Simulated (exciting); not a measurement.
The system is ZnSe (Stilleite).

```
Se Zn
1.0
     0.00000    2.83380    2.83380
     2.83380    0.00000    2.83380
     2.83380    2.83380    0.00000
Se Zn
1 1
Direct
  0.25000 0.25000 0.25000
  0.00000 0.00000 0.00000
```

Base run:

- Program: exciting (release sodium)
- Functional: Xalpha
- Potentials or basis: all-electron LAPW+lo, shipped species files, valence relativity iora*
- rgkmax: 9
- k mesh: 8 × 8 × 8
- Occupations: gaussian, width 0.136 eV
- Spin: no spin polarisation

Its results: band gap on the k mesh 0.93 eV, direct.

Question: The run is repeated on the same cell with these changes: functional from Xalpha to LDA; occupations from gaussian, width 0.136 eV to gaussian, width 0.1 eV. What comes out?

Answer: Band gap on the k mesh 1.03 eV, direct.

A k mesh can miss the band edges.

Not every run made on this cell is shown here.
